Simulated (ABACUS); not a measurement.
# NiO under changes of volume

One of the cells (9.076 Å³/atom); the others are scaled copies at fixed shape and fractional positions:

```
CELL_PARAMETERS angstrom
0.00000 2.08590 2.08590
2.08590 0.00000 2.08590
2.08590 2.08590 0.00000
ATOMIC_POSITIONS crystal
Ni 0.00000 0.00000 0.00000
O 0.50000 0.50000 0.50000
```

- Program: ABACUS 3.10.1
- Functional: PBE
- Potentials or basis: PseudoDojo NC SR 0.4.1 PBE standard
- Cutoff: 1333 eV
- Density cutoff: 5333 eV
- Basis: plane waves
- k mesh: 11 × 11 × 11
- Occupations: fermi-dirac, width 0.05 eV
- Spin: collinear spin, ferromagnetic start
- Starting moments: [1.0, 0.0] μB

| volume (Å³/atom) | energy over the lowest point (meV/atom) | pressure (GPa) | moment (μB per cell) |
| --- | --- | --- | --- |
| 8.531 | 48.73 | 19.0 | 1.63 |
| 8.713 | 29.57 | 14.5 | 1.73 |
| 8.894 | 15.20 | 10.1 | 1.79 |
| 9.076 | 5.75 | 6.1 | 1.83 |
| 9.257 | ? | ? | ? |
| 9.439 | 0.00 | -1.1 | 1.89 |
| 9.620 | 2.82 | -4.2 | 1.92 |

Problem. What does the run at 9.257 Å³/atom give?

Solution. Energy over the lowest point 0.84 meV/atom; pressure 2.3 GPa; moment 1.86 μB per cell.

Worked out: A Birch-Murnaghan fit of order 3 (a polynomial in V^(-2/3)) to the other rows has its minimum at 9.39 Å³/atom with B0 = V·E''(V) = 179 GPa (rough, since the energies scatter). It gives 0.80 meV/atom at 9.257 Å³/atom, against the run's 0.84, and -dE/dV = 2.6 GPa, against 2.3. A parabola through the other rows of the moment, of slope 0.177 μB per Å³/atom there, gives 1.87 μB, against the run's 1.86.

Energies are extrapolated to zero smearing.

Caveats: a cell with one magnetic atom can't hold antiferromagnetic order, which such compounds often take.
